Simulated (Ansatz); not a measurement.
Every step of a relaxation of hcp Ir (11-20), 3 layers

DFT, PBE, PAW with Ansatz's default frozen-core files, scalar-relativistic (Ansatz 0.2.0); a Γ-centred 7×8×1 k mesh, Fermi–Dirac smearing of 0.08 eV, no spin polarisation. The run relaxes the atoms in the fixed cell.

Command: `ansatz run input.yaml --threads 2 --pin off --max-ram 4096MiB --backend cpu --events-out ev --progress --plain --runs-dir out` It took 52 s on 2 threads of Intel(R) Xeon(R) 6975P-C (Granite Rapids), on a shared host, peak memory 0.85 GiB.

```yaml
crystal:
  lattice:
    - [4.7608545807, 0.0, 0.0]
    - [0.0, 4.4541505768, 0.0]
    - [0.0, 0.0, 18.7487]
  atoms:
    - { symbol: Ir, position: [0.333333333, 0.75, 0.4266967663] }
    - { symbol: Ir, position: [0.666666667, 0.25, 0.4266967663] }
    - { symbol: Ir, position: [0.833333333, 0.75, 0.5] }
    - { symbol: Ir, position: [0.166666667, 0.25, 0.5] }
    - { symbol: Ir, position: [0.333333333, 0.75, 0.5733032337] }
    - { symbol: Ir, position: [0.666666667, 0.25, 0.5733032337] }
kpoints:
  mp_grid: { grid: [7, 8, 1] }
scf:
  occupations: { method: fermi_dirac, width: 0.08 }
hamiltonian:
  xc: pbe
  pseudopotentials: { kind: paw }
output:
  forces: true
  stress: true
  eigenvalues: true
relax:
  f_tol: 0.01
  max_steps: 40
efield:
  axis: 3
  amplitude: 0
  dipole_correction: true
```

Each step lists its free energy a cell above the last geometry, and Cartesian positions (Å) with forces (eV/Å).

The first step:

```
step 1  dF = 950.43 meV
  Ir 1.5870 3.3406 8.0000   0.6615 0.0000 1.7212
  Ir 3.1739 1.1135 8.0000   -0.6615 0.0000 1.7212
  Ir 3.9674 3.3406 9.3743   0.9219 0.0000 0.0000
  Ir 0.7935 1.1135 9.3743   -0.9219 0.0000 0.0000
  Ir 1.5870 3.3406 10.7487   0.6615 0.0000 -1.7212
  Ir 3.1739 1.1135 10.7487   -0.6615 0.0000 -1.7212
```

Spin–orbit coupling is left out, which matters for the heavy atoms. The cell is 1×1, so reconstructions are forbidden.

**Question.** Where does the relaxation end, and by which steps?

**Answer.** After 5 geometries, with a shortest distance of 2.498 Å. The further steps:
```
step 2  dF = 257.15 meV
  Ir 1.6737 3.3406 8.1746   0.2066 0.0000 -1.4897
  Ir 3.0871 1.1135 8.1746   -0.2066 0.0000 -1.4897
  Ir 4.0686 3.3406 9.3743   0.9075 0.0000 0.0000
  Ir 0.6922 1.1135 9.3743   -0.9075 0.0000 0.0000
  Ir 1.6737 3.3406 10.5741   0.2066 0.0000 1.4897
  Ir 3.0871 1.1135 10.5741   -0.2066 0.0000 1.4897
step 3  dF = 34.81 meV
  Ir 1.7094 3.3406 8.1307   0.2523 0.0000 -0.1040
  Ir 3.0514 1.1135 8.1307   -0.2523 0.0000 -0.1040
  Ir 4.1221 3.3406 9.3743   0.1792 0.0000 0.0000
  Ir 0.6388 1.1135 9.3743   -0.1792 0.0000 0.0000
  Ir 1.7094 3.3406 10.6180   0.2523 0.0000 0.1040
  Ir 3.0514 1.1135 10.6180   -0.2523 0.0000 0.1040
step 4  dF = 0.41 meV
  Ir 1.7571 3.3406 8.1228   0.0096 0.0000 0.0590
  Ir 3.0038 1.1135 8.1228   -0.0096 0.0000 0.0590
  Ir 4.1522 3.3406 9.3743   0.0324 0.0000 0.0000
  Ir 0.6086 1.1135 9.3743   -0.0324 0.0000 0.0000
  Ir 1.7571 3.3406 10.6259   0.0096 0.0000 -0.0590
  Ir 3.0038 1.1135 10.6259   -0.0096 0.0000 -0.0590
step 5  dF = 0.00 meV
  Ir 1.7591 3.3406 8.1251   -0.0002 0.0000 0.0059
  Ir 3.0018 1.1135 8.1251   0.0002 0.0000 0.0059
  Ir 4.1553 3.3406 9.3743   -0.0094 0.0000 0.0000
  Ir 0.6055 1.1135 9.3743   0.0094 0.0000 0.0000
  Ir 1.7591 3.3406 10.6236   -0.0002 0.0000 -0.0059
  Ir 3.0018 1.1135 10.6236   0.0002 0.0000 -0.0059
step 6  dF = 0.00 meV  (same geometry, solved once more)
  Ir 1.7591 3.3406 8.1251   -0.0002 0.0000 0.0058
  Ir 3.0018 1.1135 8.1251   0.0002 0.0000 0.0058
  Ir 4.1553 3.3406 9.3743   -0.0093 0.0000 0.0000
  Ir 0.6055 1.1135 9.3743   0.0093 0.0000 0.0000
  Ir 1.7591 3.3406 10.6236   -0.0002 0.0000 -0.0058
  Ir 3.0018 1.1135 10.6236   0.0002 0.0000 -0.0058
```
